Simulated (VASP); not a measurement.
# Al2O3 (Corundum) (R-3c) in VASP: further runs, part 2 of 2

VASP 6.6.1.

**5. Single point, LDA**

Input file INCAR:

```
SYSTEM = Al2O3
PREC = Accurate
ENCUT = 460
EDIFF = 0.01
ISMEAR = 0
SIGMA = 0.05
LREAL = .FALSE.
LASPH = .TRUE.
NELM = 100
ALGO = Normal
ISIF = 2
LWAVE = .FALSE.
LCHARG = .FALSE.
NBANDS = 35
ADDGRID = .FALSE.
```

Input file KPOINTS:

```
regular mesh
0
G
  4 4 4
  0 0 0
```

Input file POSCAR:

```
Al2O3
1.0
    2.3802500000      1.3742379782      4.3318666667
   -2.3802500000      1.3742379782      4.3318666667
    0.0000000000     -2.7484759565      4.3318666667
Al O
4 6
Direct
    0.8521600000      0.8521600000      0.8521600000
    0.6478400000      0.6478400000      0.6478400000
    0.1478400000      0.1478400000      0.1478400000
    0.3521600000      0.3521600000      0.3521600000
    0.0566800000      0.7500000000      0.4433200000
    0.7500000000      0.4433200000      0.0566800000
    0.4433200000      0.0566800000      0.7500000000
    0.9433200000      0.2500000000      0.5566800000
    0.2500000000      0.5566800000      0.9433200000
    0.5566800000      0.9433200000      0.2500000000
```

Potentials or basis: VASP PAW LDA potentials, release 64 (Al, O).

On the command line:

```console
cat potpaw_LDA.64/Al/POTCAR potpaw_LDA.64/O/POTCAR > POTCAR
mpirun -np 1 vasp_std > vasp.out
```

OUTCAR:

```text
SYSTEM = Al2O3
   PREC = Accurate
   ENCUT = 460
   EDIFF = 0.01
   ISMEAR = 0
   LREAL = .FALSE.
   LASPH = .TRUE.
   NELM = 100
   ISIF = 2

 Found     13 irreducible k-points:

 Following reciprocal coordinates:
            Coordinates               Weight
  0.000000  0.000000  0.000000      1.000000
  0.250000  0.000000 -0.000000      6.000000
  0.500000  0.000000 -0.000000      3.000000
  0.250000  0.250000 -0.000000      6.000000
  0.500000  0.250000  0.000000     12.000000
 -0.250000  0.250000  0.000000      6.000000
   k-points           NKPTS =     13   k-points in BZ     NKDIM =     13   number of bands    NBANDS=     35
   number of dos      NEDOS =    301   number of ions     NIONS =     10
   total plane-waves  NPLWV =  46656
   dimension x,y,z NGX =    36 NGY =   36 NGZ =   36
   dimension x,y,z NGXF=    72 NGYF=   72 NGZF=   72
   ions per type =               4   6
   NGX,Y,Z   is equivalent  to a cutoff of  11.67, 11.67, 11.67 a.u.
   NGXF,Y,Z  is equivalent  to a cutoff of  23.33, 23.33, 23.33 a.u.
 SYSTEM =  Al2O3
   PREC   = accura    normal or accurate (medium, high low for compatibility)
   ISTART =      0    job   : 0-new  1-cont  2-samecut
   ICHARG =      2    charge: 1-file 2-atom 10-const
   ISPIN  =      1    spin polarized calculation?
   LNONCOLLINEAR =      F non collinear calculations
   LSORBIT =      F    spin-orbit coupling
   LASPH  =      T    aspherical Exc in radial PAW
   ENCUT  =  460.0 eV  33.81 Ry    5.81 a.u.   8.97  8.97  8.97*2*pi/ulx,y,z
   NELM   =    100;   NELMIN=  2; NELMDL= -5     # of ELM steps
   EDIFF  = 0.1E-01   stopping-criterion for ELM
   LREAL  =      F    real-space projection
   EDIFFG = 0.1E+00   stopping-criterion for IOM
   NSW    =      0    number of steps for IOM
   IBRION =     -1    ionic relax: 0-MD 1-quasi-New 2-CG
   NFREE  =      0    steps in history (QN), initial steepest desc. (CG)
   ISIF   =      2    stress and relaxation
   ISYM   =      2    0-nonsym 1-usesym 2-fastsym
   POTIM  = 0.5000    time-step for ionic-motion
   TEBEG  =    0.0;   TEEND  =   0.0 temperature during run
   PSTRESS=    0.0 pullay stress
   NELECT =      48.0000    total number of electrons
   NUPDOWN=      -1.0000    fix difference up-down
   EMIN   =  10.00;   EMAX   =-10.00  energy-range for DOS
   EFERMI =   0.00;   METHOD = LEGACY
   ISMEAR =     0;   SIGMA  =   0.05  broadening in eV -4-tet -1-fermi 0-gaus
   EFERMI_NEDOS =   21; number of points for ismear=-14 and -15
   IALGO  =     38    algorithm
   IMIX   =      4    mixing-type and parameters
     AMIX     =   0.40;   BMIX     =  1.00
     AMIX_MAG =   1.60;   BMIX_MAG =  1.00
  volume/ion in A,a.u.               =       8.50        57.37
  Fermi-wavevector in a.u.,A,eV,Ry     =   1.353064  2.556920 24.909299  1.830782
  Thomas-Fermi vector in A             =   2.480350
   LORBIT       =      0    0 simple, 1 ext, 2 COOP (PROOUT), +10 PAW based schemes
   GGA     = CA    functional components
   LHFCALC =     F    Hartree Fock is set to
   AEXX    =    0.0000 exact exchange contribution
   IVDW    =     0    specifies the selected vdW correction
   LEPSILON=     F    determine dielectric tensor
   LRPA    =     F    only Hartree local field effects (RPA)
 non-spin polarized calculation
 Gauss-broadening in eV      SIGMA  =   0.05
  energy-cutoff  :      460.00
  volume of cell :       85.02
 maximum number of plane-waves:      1928
   NGX = 17   NGY = 17   NGZ = 17

 number of electron      48.0000015 magnetization

 Free energy of the ion-electron system (eV)
  ---------------------------------------------------
  ext. energy  EPLUGINS =         0.00000000
  ---------------------------------------------------
  free energy    TOTEN  =       -83.11060235 eV

  energy without entropy =      -83.11060235  energy(sigma->0) =      -83.11060235

 E-fermi :   6.1068     XC(G=0): -12.1662

 val. band max:        5.8339891370   @ k =   0.0000   0.0000   0.0000
 cond. band min:      11.9953352762   @ k =   0.0000   0.0000   0.0000
 fundamental gap:      6.1613461393
 Fermi energy:         6.1067613517

 k-point     1 :       0.0000    0.0000    0.0000
  band No.  band energies     occupation
      1     -13.1874      2.00000
      2     -10.7549      2.00000
      3     -10.4618      2.00000
      4     -10.4618      2.00000
      5     -10.1357      2.00000
      6     -10.1357      2.00000
[... 27 lines left out ...]
     34      19.1828      0.00000
     35      20.2248      0.00000

 k-point     2 :       0.2500    0.0000   -0.0000
  band No.  band energies     occupation
      1     -12.8600      2.00000
      2     -11.0281      2.00000
      3     -10.5482      2.00000
      4     -10.5141      2.00000
      5     -10.2801      2.00000
      6     -10.1695      2.00000
[... 27 lines left out ...]
     34      18.7790      0.00000
     35      19.5262      0.00000

 k-point     3 :       0.5000    0.0000   -0.0000
  band No.  band energies     occupation
      1     -11.9971      2.00000
      2     -11.9971      2.00000
      3     -10.4829      2.00000
      4     -10.4829      2.00000
      5     -10.3495      2.00000
      6     -10.3495      2.00000
[... 27 lines left out ...]
     34      18.3840      0.00000
     35      18.7580      0.00000

 k-point     4 :       0.2500    0.2500   -0.0000
  band No.  band energies     occupation
      1     -12.7746      2.00000
      2     -10.9165      2.00000
      3     -10.6932      2.00000
      4     -10.5288      2.00000
      5     -10.4754      2.00000
      6     -10.1076      2.00000
[... 27 lines left out ...]
     34      19.0570      0.00000
     35      19.3536      0.00000

 k-point     5 :       0.5000    0.2500    0.0000
  band No.  band energies     occupation
      1     -12.1322      2.00000
      2     -11.4794      2.00000
      3     -10.8629      2.00000
      4     -10.6716      2.00000
      5     -10.5205      2.00000
      6     -10.1083      2.00000
[... 27 lines left out ...]
     34      18.9497      0.00000
     35      19.2388      0.00000

 k-point     6 :      -0.2500    0.2500    0.0000
  band No.  band energies     occupation
      1     -12.3480      2.00000
      2     -11.3500      2.00000
      3     -10.8898      2.00000
      4     -10.4430      2.00000
      5     -10.3632      2.00000
      6     -10.2896      2.00000
[... 27 lines left out ...]
     34      18.7036      0.00000
     35      19.3094      0.00000

 [... further k-points ...]

------------------------ aborting loop because EDIFF is reached ----------------------------------------

  FORCE on cell =-STRESS in cart. coord.  units (eV):
  Direction    XX          YY          ZZ          XY          YZ          ZX
  --------------------------------------------------------------------------------------
  -------------------------------------------------------------------------------------
  Total       -2.7220902     -2.7220902     -2.9347939      0.0000000      0.0000000      0.0000000
  in kB      -51.2982129    -51.2982129    -55.3066484      0.0000000      0.0000000      0.0000000
  external PRESSURE =     -52.6343581 kB  Pullay stress =       0.0000000 kB

 VOLUME and BASIS-vectors are now :
 -----------------------------------------------------------------------------
  energy-cutoff  :      460.00
  volume of cell :       85.02
      direct lattice vectors                 reciprocal lattice vectors
     2.380250000  1.374237978  4.331866667     0.210061968  0.121279334  0.076949121
    -2.380250000  1.374237978  4.331866667    -0.210061968  0.121279334  0.076949121
     0.000000000 -2.748475957  4.331866667     0.000000000 -0.242558668  0.076949121

 POSITION                                       TOTAL-FORCE (eV/Angst)
 -----------------------------------------------------------------------------------
      0.00000     -0.00000     11.07433         0.000000      0.000000     -0.049354
      0.00000     -0.00000      8.41907         0.000000     -0.000000      0.049354
      0.00000     -0.00000      1.92127         0.000000     -0.000000      0.049354
      0.00000     -0.00000      4.57653         0.000000      0.000000     -0.049354
     -1.65027     -0.10988      5.41483        -0.058059     -0.100561      0.000000
      0.72998      1.48412      5.41483        -0.058059      0.100561      0.000000
      0.92030     -1.37424      5.41483         0.116118     -0.000000      0.000000
      1.65027      0.10988      7.58077         0.058059      0.100561      0.000000
     -0.72998     -1.48412      7.58077         0.058059     -0.100561      0.000000
     -0.92030      1.37424      7.58077        -0.116118     -0.000000      0.000000
 -----------------------------------------------------------------------------------
    total drift:                               -0.000000      0.000000     -0.000000

  FREE ENERGIE OF THE ION-ELECTRON SYSTEM (eV)
  ---------------------------------------------------
  free  energy   TOTEN  =       -83.1106023488 eV

  energy  without entropy=      -83.1106023488  energy(sigma->0) =      -83.11060235
```

Wall time 35 s (1 thread of AMD EPYC 7R43 (Zen 3), shared host); peak memory 0.14 GiB.

These settings aren't checked as converged: the numbers below hold their error.

Results:

- Free energy: -83.1106 eV
- Pressure: -5.3 GPa
- Largest force: 0.116 eV/Å
- Band gap on the k mesh: 6.16 eV, direct

Caveat: the cutoff is under 1.25 times the usual one of these potentials, so pressure, stress and relaxed cells hold a basis-set (Pulay) error.

**6. Single point, LDA**

Changes to INCAR since step 5:

```diff
@@ -3,3 +3,3 @@
 ENCUT = 460
-EDIFF = 0.01
+EDIFF = 1E-4
 ISMEAR = 0
```

KPOINTS is that of step 5.

POSCAR is that of step 5.

Potentials or basis: VASP PAW LDA potentials, release 64 (Al, O).

On the command line:

```console
cat potpaw_LDA.64/Al/POTCAR potpaw_LDA.64/O/POTCAR > POTCAR
mpirun -np 1 vasp_std > vasp.out
```

OUTCAR:

```text
SYSTEM = Al2O3
   PREC = Accurate
   ENCUT = 460
   EDIFF = 1E-4
   ISMEAR = 0
   LREAL = .FALSE.
   LASPH = .TRUE.
   NELM = 100
   ISIF = 2

 Found     13 irreducible k-points:

 Following reciprocal coordinates:
            Coordinates               Weight
  0.000000  0.000000  0.000000      1.000000
  0.250000  0.000000 -0.000000      6.000000
  0.500000  0.000000 -0.000000      3.000000
  0.250000  0.250000 -0.000000      6.000000
  0.500000  0.250000  0.000000     12.000000
 -0.250000  0.250000  0.000000      6.000000
   k-points           NKPTS =     13   k-points in BZ     NKDIM =     13   number of bands    NBANDS=     35
   number of dos      NEDOS =    301   number of ions     NIONS =     10
   total plane-waves  NPLWV =  46656
   dimension x,y,z NGX =    36 NGY =   36 NGZ =   36
   dimension x,y,z NGXF=    72 NGYF=   72 NGZF=   72
   ions per type =               4   6
   NGX,Y,Z   is equivalent  to a cutoff of  11.67, 11.67, 11.67 a.u.
   NGXF,Y,Z  is equivalent  to a cutoff of  23.33, 23.33, 23.33 a.u.
 SYSTEM =  Al2O3
   PREC   = accura    normal or accurate (medium, high low for compatibility)
   ISTART =      0    job   : 0-new  1-cont  2-samecut
   ICHARG =      2    charge: 1-file 2-atom 10-const
   ISPIN  =      1    spin polarized calculation?
   LNONCOLLINEAR =      F non collinear calculations
   LSORBIT =      F    spin-orbit coupling
   LASPH  =      T    aspherical Exc in radial PAW
   ENCUT  =  460.0 eV  33.81 Ry    5.81 a.u.   8.97  8.97  8.97*2*pi/ulx,y,z
   NELM   =    100;   NELMIN=  2; NELMDL= -5     # of ELM steps
   EDIFF  = 0.1E-03   stopping-criterion for ELM
   LREAL  =      F    real-space projection
   EDIFFG = 0.1E-02   stopping-criterion for IOM
   NSW    =      0    number of steps for IOM
   IBRION =     -1    ionic relax: 0-MD 1-quasi-New 2-CG
   NFREE  =      0    steps in history (QN), initial steepest desc. (CG)
   ISIF   =      2    stress and relaxation
   ISYM   =      2    0-nonsym 1-usesym 2-fastsym
   POTIM  = 0.5000    time-step for ionic-motion
   TEBEG  =    0.0;   TEEND  =   0.0 temperature during run
   PSTRESS=    0.0 pullay stress
   NELECT =      48.0000    total number of electrons
   NUPDOWN=      -1.0000    fix difference up-down
   EMIN   =  10.00;   EMAX   =-10.00  energy-range for DOS
   EFERMI =   0.00;   METHOD = LEGACY
   ISMEAR =     0;   SIGMA  =   0.05  broadening in eV -4-tet -1-fermi 0-gaus
   EFERMI_NEDOS =   21; number of points for ismear=-14 and -15
   IALGO  =     38    algorithm
   IMIX   =      4    mixing-type and parameters
     AMIX     =   0.40;   BMIX     =  1.00
     AMIX_MAG =   1.60;   BMIX_MAG =  1.00
  volume/ion in A,a.u.               =       8.50        57.37
  Fermi-wavevector in a.u.,A,eV,Ry     =   1.353064  2.556920 24.909299  1.830782
  Thomas-Fermi vector in A             =   2.480350
   LORBIT       =      0    0 simple, 1 ext, 2 COOP (PROOUT), +10 PAW based schemes
   GGA     = CA    functional components
   LHFCALC =     F    Hartree Fock is set to
   AEXX    =    0.0000 exact exchange contribution
   IVDW    =     0    specifies the selected vdW correction
   LEPSILON=     F    determine dielectric tensor
   LRPA    =     F    only Hartree local field effects (RPA)
 non-spin polarized calculation
 Gauss-broadening in eV      SIGMA  =   0.05
  energy-cutoff  :      460.00
  volume of cell :       85.02
 maximum number of plane-waves:      1928
   NGX = 17   NGY = 17   NGZ = 17

 number of electron      48.0000015 magnetization

 Free energy of the ion-electron system (eV)
  ---------------------------------------------------
  ext. energy  EPLUGINS =         0.00000000
  ---------------------------------------------------
  free energy    TOTEN  =       -83.11077122 eV

  energy without entropy =      -83.11077122  energy(sigma->0) =      -83.11077122

 E-fermi :   6.1008     XC(G=0): -12.1654

 val. band max:        5.8308276350   @ k =   0.0000   0.0000   0.0000
 cond. band min:      11.9967250327   @ k =   0.0000   0.0000   0.0000
 fundamental gap:      6.1658973978
 Fermi energy:         6.1007886779

 k-point     1 :       0.0000    0.0000    0.0000
  band No.  band energies     occupation
      1     -13.1898      2.00000
      2     -10.7581      2.00000
      3     -10.4648      2.00000
      4     -10.4648      2.00000
      5     -10.1386      2.00000
      6     -10.1386      2.00000
[... 27 lines left out ...]
     34      19.1799      0.00000
     35      20.2162      0.00000

 k-point     2 :       0.2500    0.0000   -0.0000
  band No.  band energies     occupation
      1     -12.8625      2.00000
      2     -11.0312      2.00000
      3     -10.5510      2.00000
      4     -10.5170      2.00000
      5     -10.2829      2.00000
      6     -10.1724      2.00000
[... 27 lines left out ...]
     34      18.7796      0.00000
     35      19.5182      0.00000

 k-point     3 :       0.5000    0.0000   -0.0000
  band No.  band energies     occupation
      1     -11.9998      2.00000
      2     -11.9998      2.00000
      3     -10.4857      2.00000
      4     -10.4857      2.00000
      5     -10.3525      2.00000
      6     -10.3525      2.00000
[... 27 lines left out ...]
     34      18.3842      0.00000
     35      18.7598      0.00000

 k-point     4 :       0.2500    0.2500   -0.0000
  band No.  band energies     occupation
      1     -12.7772      2.00000
      2     -10.9198      2.00000
      3     -10.6960      2.00000
      4     -10.5315      2.00000
      5     -10.4782      2.00000
      6     -10.1104      2.00000
[... 27 lines left out ...]
     34      19.0539      0.00000
     35      19.3538      0.00000

 k-point     5 :       0.5000    0.2500    0.0000
  band No.  band energies     occupation
      1     -12.1350      2.00000
      2     -11.4824      2.00000
      3     -10.8655      2.00000
      4     -10.6745      2.00000
      5     -10.5231      2.00000
      6     -10.1112      2.00000
[... 27 lines left out ...]
     34      18.9464      0.00000
     35      19.2233      0.00000

 k-point     6 :      -0.2500    0.2500    0.0000
  band No.  band energies     occupation
      1     -12.3507      2.00000
      2     -11.3532      2.00000
      3     -10.8923      2.00000
      4     -10.4460      2.00000
      5     -10.3659      2.00000
      6     -10.2926      2.00000
[... 27 lines left out ...]
     34      18.7051      0.00000
     35      19.3081      0.00000

 [... further k-points ...]
[... 5 lines left out ...]
  --------------------------------------------------------------------------------------
  -------------------------------------------------------------------------------------
  Total       -2.9618706     -2.9618706     -3.1801948      0.0000000      0.0000000      0.0000000
  in kB      -55.8169123    -55.8169123    -59.9312659      0.0000000      0.0000000      0.0000000
  external PRESSURE =     -57.1883635 kB  Pullay stress =       0.0000000 kB

 VOLUME and BASIS-vectors are now :
 -----------------------------------------------------------------------------
  energy-cutoff  :      460.00
  volume of cell :       85.02
      direct lattice vectors                 reciprocal lattice vectors
     2.380250000  1.374237978  4.331866667     0.210061968  0.121279334  0.076949121
    -2.380250000  1.374237978  4.331866667    -0.210061968  0.121279334  0.076949121
     0.000000000 -2.748475957  4.331866667     0.000000000 -0.242558668  0.076949121

 POSITION                                       TOTAL-FORCE (eV/Angst)
 -----------------------------------------------------------------------------------
      0.00000     -0.00000     11.07433         0.000000      0.000000     -0.058736
      0.00000     -0.00000      8.41907         0.000000     -0.000000      0.058736
      0.00000     -0.00000      1.92127         0.000000     -0.000000      0.058736
      0.00000     -0.00000      4.57653         0.000000      0.000000     -0.058736
     -1.65027     -0.10988      5.41483        -0.062412     -0.108100     -0.000000
      0.72998      1.48412      5.41483        -0.062412      0.108100     -0.000000
      0.92030     -1.37424      5.41483         0.124823     -0.000000     -0.000000
      1.65027      0.10988      7.58077         0.062412      0.108100     -0.000000
     -0.72998     -1.48412      7.58077         0.062412     -0.108100     -0.000000
     -0.92030      1.37424      7.58077        -0.124823     -0.000000     -0.000000
 -----------------------------------------------------------------------------------
    total drift:                               -0.000000      0.000000     -0.000000

  FREE ENERGIE OF THE ION-ELECTRON SYSTEM (eV)
  ---------------------------------------------------
  free  energy   TOTEN  =       -83.1107712210 eV

  energy  without entropy=      -83.1107712210  energy(sigma->0) =      -83.11077122
```

Run time: 35 s. Hardware: 1 thread of AMD EPYC 7R43 (Zen 3), shared host; peak memory 0.13 GiB.

The run converged, but some of its settings lie outside the range that counts as converged, so its numbers aren't taken as properties of the crystal.

Results:

```yaml
Free_energy: -83.1108 eV
Pressure: -5.7 GPa
Largest_force: 0.125 eV/Å
Band_gap_on_the_k_mesh: 6.17 eV, direct
```

Caveat: the cutoff is under 1.25 times the usual one of these potentials, so pressure, stress and relaxed cells hold a basis-set (Pulay) error.

**7. The reference run**

An earlier run on the cell as given: functional PBE; potentials or basis VASP PAW PBE potentials, release 64 (Al, O); cutoff 520 eV; k mesh 7 × 7 × 7; occupations fermi-dirac, width 0.05 eV; no spin polarisation.

- Pressure: 7.2 GPa
- Largest force: 0.027 eV/Å
- Band gap on the k mesh: 6.22 eV, direct
